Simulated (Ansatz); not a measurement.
# Ge (Imma) in Ansatz: notebook

One crystal, Ge, is run at these levels: PBE; tasks: single point.

Program: Ansatz 0.2.0. These are calculated values, not measurements. Logs are shortened: lines on timing, memory, paths and dates and some standing lists are left out, and cuts for length are marked.

### Step 1. The crystal as given

Symmetry: Imma, No. 74, orthorhombic system. The conventional cell has a = 4.992 Å, b = 5.302 Å, c = 2.874 Å, α = 90.00°, β = 90.00°, γ = 90.00°. Ge (site symmetry mm2) is surrounded by 6 Ge at 2.68 to 2.87 Å.

This isn't the form of Ge at room conditions, which is diamond.

### Step 2. Single point, PBE

input.yaml

```yaml
crystal:
  lattice:
    - [-2.495898, 2.650863, 1.436947]
    - [2.495898, -2.650863, 1.436947]
    - [2.495898, 2.650863, -1.436947]
  atoms:
    - { symbol: Ge, position: [0.314057, 0.064057, 0.25] }
    - { symbol: Ge, position: [0.685943, 0.935943, 0.75] }
kpoints:
  mp_grid: { grid: [11, 11, 11] }
scf:
  occupations: { method: gaussian, width: 0.05 }
hamiltonian:
  xc: pbe
  pseudopotentials: { kind: all_electron, lapw: { basis_error: 0.001 } }
output:
  forces: true
  stress: true
  eigenvalues: true
```

Potentials or basis: all-electron LAPW, scalar-relativistic.

The run is started by

```bash
ansatz run input.yaml --threads 1 --pin off --max-ram 3072MiB --backend cpu --events-out ev --progress --plain --runs-dir out
```

Output:

```text
Warning: RAYON_NUM_THREADS=1 ignored (pool sized by the plan → 1); use --threads N
LAPW: plane waves up to 8.137 Å⁻¹, error target 1.0e-3 eV per atom; small_component_spin mean_spin; Ge in spheres of 1.338 Å, 22 of its electrons in bands, Dirac shells [] (how accurate: hamiltonian.pseudopotentials.lapw.basis_error, Limitations)
Engine: ansatz 0.2.0, x86_64-unknown-linux-gnu
Pseudopotentials: kind: all_electron
Pseudopotential: Ge, LAPW, valence charge 22, lapw/all_electron/scalar/gaussian/Ge, Koelling and Harmon's equation, gaussian nucleus
Functional definition: PBE
  parameter kappa = 0.804
  parameter beta = 0.06672455060314922
  exchange = pbe_x(kappa = kappa, mu = beta*pi^2/3)
  correlation = pbe_c(beta = beta)
Crystal: 2 atoms, lattice volume = 38.029 Å³
Basis set: ecut = 252.27622315602105 eV, 335 PW (Γ), FFT grids on a1+a2, a2, a3, exchange–correlation at level 2
Bands: 27, of which v1, the nominal top of the filled ones, is band 22 counted from 1 (21 counted from 0)
Symmetry: 8 space group operations
Space group: Imma (ITA 74), of the structure as read, at distance tolerance 3.4e-5 Å
k-points: 216 of 1331
Non-local potential: Ge, projectors of the file, none
Initial density: superposition of atomic densities (chi_scale 0.1, normalization cell)
Initial wavefunctions: plane waves of lowest kinetic energy (no species holds an atomic orbital)
Functional: x = pbe(κ = 0.804, μ = 0.2195149727645171), c = pbe(β = 0.06672455060314922)
iter 1 solved again at ethr=8.44e-5 eV; its pass at ethr=1.00e-1 eV (dr2=3.71e-2 eV) is discarded
SCF iter   1: F=—  HF=-114232.153373 eV  |F-HF|=—  |Δ(HF+E_count)|=         —  Δρ=1.28e-2  dr2=3.73e-2  ethr=8.44e-5  ⟨swp⟩=3.0  Hψ=38778  notcnv=0
preconditioner: auto → Kerker (q_TF=auto, 2.795 Å⁻¹)  [metal: Δε(μ)=0.013 eV  Ē_g=24.072 eV  σ=0.050 eV  W_gap=0.15  n_scr=16 (ndim 8)  ℏωp=31.9 eV  f_vac=0.000  D(μ)=0.85/eV (n_scr^D=4)]
SCF iter   2: F=—  HF=-114232.137802 eV  |F-HF|=—  |Δ(HF+E_count)|=   1.56e-2  Δρ=8.58e-3  dr2=1.93e-2  ethr=8.44e-5  ⟨swp⟩=2.0  Hψ=17488  notcnv=0
SCF iter   3: F=—  HF=-114232.138680 eV  |F-HF|=—  |Δ(HF+E_count)|=   8.79e-4  Δρ=5.06e-3  dr2=7.41e-3  ethr=4.39e-5  ⟨swp⟩=2.0  Hψ=16894  notcnv=0
SCF iter   4: F=—  HF=-114232.139673 eV  |F-HF|=—  |Δ(HF+E_count)|=   9.92e-4  Δρ=1.86e-3  dr2=1.30e-3  ethr=1.68e-5  ⟨swp⟩=2.0  Hψ=16896  notcnv=0
iter 5 solved again at ethr=1.10e-7 eV; its pass at ethr=2.94e-6 eV (dr2=4.83e-5 eV) is discarded
SCF iter   5: F=—  HF=-114232.139796 eV  |F-HF|=—  |Δ(HF+E_count)|=   1.23e-4  Δρ=3.19e-4  dr2=4.84e-5  ethr=1.10e-7  ⟨swp⟩=2.0  Hψ=28779  notcnv=0
SCF iter   6: F=—  HF=-114232.139807 eV  |F-HF|=—  |Δ(HF+E_count)|=   1.11e-5  Δρ=1.12e-4  dr2=5.72e-6  ethr=1.10e-7  ⟨swp⟩=2.2  Hψ=16912  notcnv=0
SCF iter   7: F=-114232.139809 eV  HF=-114232.139809 eV  |F-HF|=2.88e-9  |Δ(HF+E_count)|=   1.83e-6  Δρ=1.82e-5  dr2=9.50e-8  ethr=1.30e-8  ⟨swp⟩=3.0  Hψ=17529  notcnv=0
SCF 1 converged in 7 iterations: F = -114232.139809 eV  dr2 = 9.50e-8
SCF converged after 7 iterations
Free energy (F): -114232.139809 eV
Harris-Foulkes:  -114232.139809 eV  (|F-HF|=2.88e-9)
Internal energy: -114232.138755 eV  (E = F + TS)
E sigma→0 (E₀):  -114232.139282 eV
Entropy (-TS):   -0.001054 eV (-0.527 meV/atom)
Fermi energy:    12.506542 eV
--- Per-component energies (eV) ---
  E_band       = -1970.660443
  E_kinetic    = 116627.790444
  E_xc         = -4340.081059
  E_electrostatic = -226519.848140  (all electrons and nuclei)
  E_smearing   = -0.001054  (= −TS)
  E_closure    = 0.000000  (closes the sum)
  E_atoms      = -114223.599835  (free atoms, spherical and without spin; not in F)
  Σ components = -114232.139809   (vs F -114232.139809, Δ=0.00e0)
  Basis errors (estimates in eV, not in F): energy 3.4e-4 per atom: plane waves 3.1e-4 (1.7e-4 summed), levels above the bands 0.0e0, relativity 1.7e-8, radial functions 3.2e-5, core shells 4.6e-11; eigenvalues (radial functions only) 5.1e-6; not estimated: angular momenta, meshes, grids; target (lapw.basis_error) 1.0e-3; muffin-tin radii Ge 1.338 Å
--- Forces (eV/Å), atoms counted from 1 ---
  atom   1  Ge     0.00000000     0.00000000     0.06279130
  atom   2  Ge     0.00000000     0.00000000    -0.06279130
  max |Σ_I F_I| component: 0.00e0 eV/Å
--- Stress (GPa, compression-positive) ---
        2.454790       0.000000       0.000000
        0.000000       0.024911       0.000000
        0.000000       0.000000       0.942558
  P = ⅓ Tr σ = 1.1408 GPa (11.408 kbar)
--- Band table (eV; the first three rows and the last of 216) ---
  k-point 0: bands = ["-151.2356", "-151.2351", "-98.3814", "-98.3811", "-98.3685", "-98.3657", "-98.3482", "-98.3444", "-12.2738", "-12.1974", "-12.1952", "-12.1931", "-12.1591", "-12.1238", "-12.0630", "-12.0610", "-12.0318", "-11.9624", "-0.6151", "8.6667", "10.1380", "10.5808", "15.9472", "19.4409", "19.6604", "20.3821", "20.7173"]
  k-point 1: bands = ["-151.2356", "-151.2351", "-98.3814", "-98.3811", "-98.3685", "-98.3658", "-98.3482", "-98.3445", "-12.2690", "-12.2002", "-12.1962", "-12.1894", "-12.1549", "-12.1218", "-12.0636", "-12.0627", "-12.0344", "-11.9679", "-0.5237", "7.8298", "10.4431", "10.9958", "16.4230", "18.6552", "19.6243", "20.2710", "20.3352"]
  k-point 2: bands = ["-151.2356", "-151.2352", "-98.3813", "-98.3811", "-98.3683", "-98.3659", "-98.3479", "-98.3447", "-12.2549", "-12.2057", "-12.1988", "-12.1788", "-12.1455", "-12.1161", "-12.0677", "-12.0655", "-12.0419", "-11.9834", "-0.2495", "6.4594", "10.7637", "11.7942", "17.3492", "17.7478", "18.8950", "19.8267", "20.0017"]
  k-point 215: bands = ["-151.2354", "-151.2353", "-98.3815", "-98.3809", "-98.3687", "-98.3655", "-98.3485", "-98.3441", "-12.2493", "-12.1881", "-12.1586", "-12.1322", "-12.1109", "-12.1040", "-12.0916", "-12.0807", "-12.0683", "-12.0649", "3.4381", "3.9121", "6.6997", "7.3546", "16.9330", "19.3683", "23.0578", "23.3362", "24.9237"]
```

Wall time 36 s (1 thread of Intel Xeon at 2.70GHz, shared host); peak memory 0.59 GiB.

Results:

- Free energy: -114232.1398 eV
- Pressure: 1.1 GPa
- Largest force: 0.063 eV/Å
- Band gap on the k mesh: none (metal or under the smearing width)

Forces on the atoms (eV/Å):
```
Ge   0.000  0.000  0.063
Ge   0.000  0.000 -0.063
```

Levels at points of the mesh, in eV from the Fermi level:
```csv
k point,band 19,band 20,band 21,band 22,band 23,band 24,band 25,band 26
"(0.00, 0.00, 0.00)",-13.12,-3.84,-2.37,-1.93,3.44,6.93,7.15,7.88
```

### Step 3. Single point, PBE

Edit input.yaml of step 2 so:

```diff
@@ -11,3 +11,3 @@
 scf:
-  occupations: { method: gaussian, width: 0.05 }
+  occupations: { method: gaussian, width: 0.02 }
 hamiltonian:
```

Potentials or basis: all-electron LAPW, scalar-relativistic.

The run is started by

```bash
ansatz run input.yaml --threads 1 --pin off --max-ram 3072MiB --backend cpu --events-out ev --progress --plain --runs-dir out
```

Output:

```text
Warning: RAYON_NUM_THREADS=1 ignored (pool sized by the plan → 1); use --threads N
LAPW: plane waves up to 8.137 Å⁻¹, error target 1.0e-3 eV per atom; small_component_spin mean_spin; Ge in spheres of 1.338 Å, 22 of its electrons in bands, Dirac shells [] (how accurate: hamiltonian.pseudopotentials.lapw.basis_error, Limitations)
Engine: ansatz 0.2.0, x86_64-unknown-linux-gnu
Pseudopotentials: kind: all_electron
Pseudopotential: Ge, LAPW, valence charge 22, lapw/all_electron/scalar/gaussian/Ge, Koelling and Harmon's equation, gaussian nucleus
Functional definition: PBE
  parameter kappa = 0.804
  parameter beta = 0.06672455060314922
  exchange = pbe_x(kappa = kappa, mu = beta*pi^2/3)
  correlation = pbe_c(beta = beta)
Crystal: 2 atoms, lattice volume = 38.029 Å³
Basis set: ecut = 252.27622315602105 eV, 335 PW (Γ), FFT grids on a1+a2, a2, a3, exchange–correlation at level 2
Bands: 27, of which v1, the nominal top of the filled ones, is band 22 counted from 1 (21 counted from 0)
Symmetry: 8 space group operations
Space group: Imma (ITA 74), of the structure as read, at distance tolerance 3.4e-5 Å
k-points: 216 of 1331
Non-local potential: Ge, projectors of the file, none
Initial density: superposition of atomic densities (chi_scale 0.1, normalization cell)
Initial wavefunctions: plane waves of lowest kinetic energy (no species holds an atomic orbital)
Functional: x = pbe(κ = 0.804, μ = 0.2195149727645171), c = pbe(β = 0.06672455060314922)
iter 1 solved again at ethr=8.45e-5 eV; its pass at ethr=1.00e-1 eV (dr2=3.72e-2 eV) is discarded
SCF iter   1: F=—  HF=-114232.152833 eV  |F-HF|=—  |Δ(HF+E_count)|=         —  Δρ=1.28e-2  dr2=3.73e-2  ethr=8.45e-5  ⟨swp⟩=3.0  Hψ=38776  notcnv=0
preconditioner: auto → Kerker (q_TF=auto, 2.795 Å⁻¹)  [metal: Δε(μ)=0.013 eV  Ē_g=24.072 eV  σ=0.020 eV  W_gap=0.35  n_scr=16 (ndim 8)  ℏωp=31.9 eV  f_vac=0.000  D(μ)=1.46/eV (n_scr^D=16)]
SCF iter   2: F=—  HF=-114232.137258 eV  |F-HF|=—  |Δ(HF+E_count)|=   1.56e-2  Δρ=8.58e-3  dr2=1.93e-2  ethr=8.45e-5  ⟨swp⟩=2.0  Hψ=17956  notcnv=0
SCF iter   3: F=—  HF=-114232.138147 eV  |F-HF|=—  |Δ(HF+E_count)|=   8.89e-4  Δρ=5.05e-3  dr2=7.40e-3  ethr=4.39e-5  ⟨swp⟩=2.0  Hψ=17093  notcnv=0
SCF iter   4: F=—  HF=-114232.139148 eV  |F-HF|=—  |Δ(HF+E_count)|=   1.00e-3  Δρ=1.86e-3  dr2=1.30e-3  ethr=1.68e-5  ⟨swp⟩=2.0  Hψ=17806  notcnv=0
iter 5 solved again at ethr=1.11e-7 eV; its pass at ethr=2.95e-6 eV (dr2=4.89e-5 eV) is discarded
SCF iter   5: F=—  HF=-114232.139272 eV  |F-HF|=—  |Δ(HF+E_count)|=   1.24e-4  Δρ=3.20e-4  dr2=4.90e-5  ethr=1.11e-7  ⟨swp⟩=2.0  Hψ=28887  notcnv=0
SCF iter   6: F=—  HF=-114232.139283 eV  |F-HF|=—  |Δ(HF+E_count)|=   1.11e-5  Δρ=1.12e-4  dr2=5.74e-6  ethr=1.11e-7  ⟨swp⟩=2.1  Hψ=16900  notcnv=0
SCF iter   7: F=-114232.139285 eV  HF=-114232.139285 eV  |F-HF|=3.22e-9  |Δ(HF+E_count)|=   1.83e-6  Δρ=1.82e-5  dr2=9.44e-8  ethr=1.31e-8  ⟨swp⟩=3.0  Hψ=17517  notcnv=0
SCF 1 converged in 7 iterations: F = -114232.139285 eV  dr2 = 9.44e-8
SCF converged after 7 iterations
Free energy (F): -114232.139285 eV
Harris-Foulkes:  -114232.139285 eV  (|F-HF|=3.22e-9)
Internal energy: -114232.139007 eV  (E = F + TS)
E sigma→0 (E₀):  -114232.139146 eV
Entropy (-TS):   -0.000277 eV (-0.139 meV/atom)
Fermi energy:    12.506403 eV
--- Per-component energies (eV) ---
  E_band       = -1970.656799
  E_kinetic    = 116627.790848
  E_xc         = -4340.081204
  E_electrostatic = -226519.848652  (all electrons and nuclei)
  E_smearing   = -0.000277  (= −TS)
  E_closure    = 0.000000  (closes the sum)
  E_atoms      = -114223.599835  (free atoms, spherical and without spin; not in F)
  Σ components = -114232.139285   (vs F -114232.139285, Δ=0.00e0)
  Basis errors (estimates in eV, not in F): energy 3.4e-4 per atom: plane waves 3.1e-4 (1.7e-4 summed), levels above the bands 0.0e0, relativity 1.7e-8, radial functions 3.1e-5, core shells 4.6e-11; eigenvalues (radial functions only) 5.1e-6; not estimated: angular momenta, meshes, grids; target (lapw.basis_error) 1.0e-3; muffin-tin radii Ge 1.338 Å
--- Forces (eV/Å), atoms counted from 1 ---
  atom   1  Ge     0.00000000     0.00000000     0.06300219
  atom   2  Ge     0.00000000     0.00000000    -0.06300219
  max |Σ_I F_I| component: 0.00e0 eV/Å
--- Stress (GPa, compression-positive) ---
        2.538166       0.000000       0.000000
        0.000000      -0.184746       0.000000
        0.000000       0.000000       1.069892
  P = ⅓ Tr σ = 1.1411 GPa (11.411 kbar)
--- Band table (eV; the first three rows and the last of 216) ---
  k-point 0: bands = ["-151.2355", "-151.2350", "-98.3811", "-98.3809", "-98.3683", "-98.3655", "-98.3484", "-98.3445", "-12.2739", "-12.1972", "-12.1949", "-12.1931", "-12.1588", "-12.1238", "-12.0628", "-12.0610", "-12.0318", "-11.9624", "-0.6151", "8.6668", "10.1383", "10.5804", "15.9471", "19.4408", "19.6606", "20.3822", "20.7174"]
  k-point 1: bands = ["-151.2355", "-151.2350", "-98.3811", "-98.3809", "-98.3682", "-98.3655", "-98.3483", "-98.3446", "-12.2690", "-12.1999", "-12.1959", "-12.1894", "-12.1546", "-12.1218", "-12.0633", "-12.0627", "-12.0344", "-11.9679", "-0.5236", "7.8299", "10.4432", "10.9957", "16.4229", "18.6552", "19.6245", "20.2711", "20.3353"]
  k-point 2: bands = ["-151.2355", "-151.2351", "-98.3811", "-98.3809", "-98.3681", "-98.3657", "-98.3481", "-98.3448", "-12.2550", "-12.2054", "-12.1986", "-12.1787", "-12.1452", "-12.1161", "-12.0677", "-12.0652", "-12.0418", "-11.9835", "-0.2494", "6.4595", "10.7637", "11.7943", "17.3492", "17.7477", "18.8951", "19.8268", "20.0018"]
  k-point 215: bands = ["-151.2353", "-151.2352", "-98.3813", "-98.3807", "-98.3685", "-98.3653", "-98.3486", "-98.3443", "-12.2492", "-12.1878", "-12.1583", "-12.1320", "-12.1109", "-12.1040", "-12.0916", "-12.0807", "-12.0683", "-12.0646", "3.4384", "3.9120", "6.6994", "7.3548", "16.9331", "19.3685", "23.0576", "23.3364", "24.9239"]
```

Wall time 35 s (1 thread of Intel Xeon at 2.70GHz, shared host); peak memory 0.59 GiB.

What came out:

| Quantity | Value |
| --- | --- |
| Free energy | -114232.1393 eV |
| Pressure | 1.1 GPa |
| Largest force | 0.063 eV/Å |
| Band gap on the k mesh | none (metal or under the smearing width) |

Forces in eV/Å, atoms in the order of the input:
```
Ge   0.000  0.000  0.063
Ge   0.000  0.000 -0.063
```

### Step 4. Single point, PBE

Edit input.yaml of step 3 so:

```diff
@@ -11,3 +11,3 @@
 scf:
-  occupations: { method: gaussian, width: 0.02 }
+  occupations: { method: gaussian, width: 0.1 }
 hamiltonian:
```

Potentials or basis: all-electron LAPW, scalar-relativistic.

The run is started by

```bash
ansatz run input.yaml --threads 1 --pin off --max-ram 3072MiB --backend cpu --events-out ev --progress --plain --runs-dir out
```

Output:

```text
Warning: RAYON_NUM_THREADS=1 ignored (pool sized by the plan → 1); use --threads N
LAPW: plane waves up to 8.137 Å⁻¹, error target 1.0e-3 eV per atom; small_component_spin mean_spin; Ge in spheres of 1.338 Å, 22 of its electrons in bands, Dirac shells [] (how accurate: hamiltonian.pseudopotentials.lapw.basis_error, Limitations)
Engine: ansatz 0.2.0, x86_64-unknown-linux-gnu
Pseudopotentials: kind: all_electron
Pseudopotential: Ge, LAPW, valence charge 22, lapw/all_electron/scalar/gaussian/Ge, Koelling and Harmon's equation, gaussian nucleus
Functional definition: PBE
  parameter kappa = 0.804
  parameter beta = 0.06672455060314922
  exchange = pbe_x(kappa = kappa, mu = beta*pi^2/3)
  correlation = pbe_c(beta = beta)
Crystal: 2 atoms, lattice volume = 38.029 Å³
Basis set: ecut = 252.27622315602105 eV, 335 PW (Γ), FFT grids on a1+a2, a2, a3, exchange–correlation at level 2
Bands: 27, of which v1, the nominal top of the filled ones, is band 22 counted from 1 (21 counted from 0)
Symmetry: 8 space group operations
Space group: Imma (ITA 74), of the structure as read, at distance tolerance 3.4e-5 Å
k-points: 216 of 1331
Non-local potential: Ge, projectors of the file, none
Initial density: superposition of atomic densities (chi_scale 0.1, normalization cell)
Initial wavefunctions: plane waves of lowest kinetic energy (no species holds an atomic orbital)
Functional: x = pbe(κ = 0.804, μ = 0.2195149727645171), c = pbe(β = 0.06672455060314922)
iter 1 solved again at ethr=8.41e-5 eV; its pass at ethr=1.00e-1 eV (dr2=3.70e-2 eV) is discarded
SCF iter   1: F=—  HF=-114232.154800 eV  |F-HF|=—  |Δ(HF+E_count)|=         —  Δρ=1.28e-2  dr2=3.71e-2  ethr=8.41e-5  ⟨swp⟩=3.0  Hψ=38779  notcnv=0
preconditioner: auto → Kerker (q_TF=auto, 2.795 Å⁻¹)  [metal: Δε(μ)=0.013 eV  Ē_g=24.072 eV  σ=0.100 eV  W_gap=0.08  n_scr=16 (ndim 8)  ℏωp=31.9 eV  f_vac=0.000  D(μ)=0.74/eV (n_scr^D=4)]
SCF iter   2: F=—  HF=-114232.139247 eV  |F-HF|=—  |Δ(HF+E_count)|=   1.56e-2  Δρ=8.57e-3  dr2=1.93e-2  ethr=8.41e-5  ⟨swp⟩=2.0  Hψ=16904  notcnv=0
SCF iter   3: F=—  HF=-114232.140116 eV  |F-HF|=—  |Δ(HF+E_count)|=   8.70e-4  Δρ=5.05e-3  dr2=7.40e-3  ethr=4.38e-5  ⟨swp⟩=2.0  Hψ=16886  notcnv=0
SCF iter   4: F=—  HF=-114232.141110 eV  |F-HF|=—  |Δ(HF+E_count)|=   9.93e-4  Δρ=1.86e-3  dr2=1.29e-3  ethr=1.68e-5  ⟨swp⟩=2.0  Hψ=16892  notcnv=0
iter 5 solved again at ethr=1.09e-7 eV; its pass at ethr=2.94e-6 eV (dr2=4.81e-5 eV) is discarded
SCF iter   5: F=—  HF=-114232.141233 eV  |F-HF|=—  |Δ(HF+E_count)|=   1.24e-4  Δρ=3.18e-4  dr2=4.83e-5  ethr=1.09e-7  ⟨swp⟩=2.0  Hψ=28792  notcnv=0
SCF iter   6: F=—  HF=-114232.141244 eV  |F-HF|=—  |Δ(HF+E_count)|=   1.11e-5  Δρ=1.12e-4  dr2=5.72e-6  ethr=1.09e-7  ⟨swp⟩=2.2  Hψ=16923  notcnv=0
SCF iter   7: F=-114232.141246 eV  HF=-114232.141246 eV  |F-HF|=2.69e-9  |Δ(HF+E_count)|=   1.83e-6  Δρ=1.82e-5  dr2=9.48e-8  ethr=1.30e-8  ⟨swp⟩=3.0  Hψ=17556  notcnv=0
SCF 1 converged in 7 iterations: F = -114232.141246 eV  dr2 = 9.48e-8
SCF converged after 7 iterations
Free energy (F): -114232.141246 eV
Harris-Foulkes:  -114232.141246 eV  (|F-HF|=2.69e-9)
Internal energy: -114232.137505 eV  (E = F + TS)
E sigma→0 (E₀):  -114232.139376 eV
Entropy (-TS):   -0.003741 eV (-1.870 meV/atom)
Fermi energy:    12.504707 eV
--- Per-component energies (eV) ---
  E_band       = -1970.643237
  E_kinetic    = 116627.812459
  E_xc         = -4340.081899
  E_electrostatic = -226519.868065  (all electrons and nuclei)
  E_smearing   = -0.003741  (= −TS)
  E_closure    = 0.000000  (closes the sum)
  E_atoms      = -114223.599835  (free atoms, spherical and without spin; not in F)
  Σ components = -114232.141246   (vs F -114232.141246, Δ=0.00e0)
  Basis errors (estimates in eV, not in F): energy 3.4e-4 per atom: plane waves 3.1e-4 (1.7e-4 summed), levels above the bands 0.0e0, relativity 1.7e-8, radial functions 3.2e-5, core shells 4.7e-11; eigenvalues (radial functions only) 5.1e-6; not estimated: angular momenta, meshes, grids; target (lapw.basis_error) 1.0e-3; muffin-tin radii Ge 1.338 Å
--- Forces (eV/Å), atoms counted from 1 ---
  atom   1  Ge     0.00000000     0.00000000     0.05949426
  atom   2  Ge     0.00000000     0.00000000    -0.05949426
  max |Σ_I F_I| component: 1.39e-17 eV/Å
--- Stress (GPa, compression-positive) ---
        2.416047       0.000000       0.000000
        0.000000       0.250048       0.000000
        0.000000       0.000000       0.849089
  P = ⅓ Tr σ = 1.1717 GPa (11.717 kbar)
--- Band table (eV; the first three rows and the last of 216) ---
  k-point 0: bands = ["-151.2351", "-151.2347", "-98.3809", "-98.3806", "-98.3682", "-98.3654", "-98.3476", "-98.3438", "-12.2733", "-12.1970", "-12.1949", "-12.1927", "-12.1588", "-12.1233", "-12.0627", "-12.0604", "-12.0314", "-11.9619", "-0.6151", "8.6668", "10.1376", "10.5813", "15.9471", "19.4409", "19.6603", "20.3822", "20.7173"]
  k-point 1: bands = ["-151.2351", "-151.2347", "-98.3809", "-98.3806", "-98.3682", "-98.3655", "-98.3476", "-98.3439", "-12.2685", "-12.1998", "-12.1959", "-12.1890", "-12.1546", "-12.1213", "-12.0633", "-12.0621", "-12.0340", "-11.9674", "-0.5237", "7.8298", "10.4431", "10.9960", "16.4229", "18.6552", "19.6244", "20.2712", "20.3351"]
  k-point 2: bands = ["-151.2351", "-151.2347", "-98.3809", "-98.3806", "-98.3680", "-98.3656", "-98.3473", "-98.3441", "-12.2544", "-12.2053", "-12.1985", "-12.1784", "-12.1451", "-12.1156", "-12.0671", "-12.0652", "-12.0414", "-11.9830", "-0.2495", "6.4594", "10.7638", "11.7943", "17.3493", "17.7478", "18.8951", "19.8267", "20.0018"]
  k-point 215: bands = ["-151.2349", "-151.2349", "-98.3811", "-98.3804", "-98.3684", "-98.3652", "-98.3479", "-98.3435", "-12.2488", "-12.1878", "-12.1582", "-12.1319", "-12.1103", "-12.1036", "-12.0912", "-12.0802", "-12.0678", "-12.0645", "3.4381", "3.9122", "6.6999", "7.3544", "16.9331", "19.3683", "23.0580", "23.3360", "24.9239"]
```

Run time: 37 s. Hardware: 1 thread of Intel Xeon at 2.70GHz, shared host; peak memory 0.58 GiB.

What came out:

| Item | Value |
| --- | --- |
| Free energy | -114232.1412 eV |
| Pressure | 1.2 GPa |
| Largest force | 0.059 eV/Å |
| Band gap on the k mesh | none (metal or under the smearing width) |

Forces on the atoms (eV/Å):
```
Ge   0.000  0.000  0.059
Ge   0.000  0.000 -0.059
```

Levels at points of the mesh, in eV from the Fermi level:
| k point | band 18 | band 19 | band 20 | band 21 | band 22 | band 23 | band 24 | band 25 | band 26 | band 27 |
| --- | --- | --- | --- | --- | --- | --- | --- | --- | --- | --- |
| (0.00, 0.00, 0.00) | -24.47 | -13.12 | -3.84 | -2.37 | -1.92 | 3.44 | 6.94 | 7.16 | 7.88 | 8.21 |

### Step 5. The runs side by side

| smearing | gap on the mesh (eV) | pressure (GPa) | largest force (eV/Å) |
| --- | --- | --- | --- |
| gaussian 0.05 eV | none | 1.1 | 0.06 |
| gaussian 0.02 eV | none | 1.1 | 0.06 |
| gaussian 0.1 eV | none | 1.2 | 0.06 |

Alike in all rows: task single point; level PBE; potentials or basis all-electron LAPW, scalar-relativistic; no spin polarisation; cell as given; k mesh 11 × 11 × 11; cutoff (eV) 252; basis error allowed 0.001 eV/atom.

Every run on the cell as given and a fine mesh finds a metal.

Compare energies only between runs with the same functional and basis.
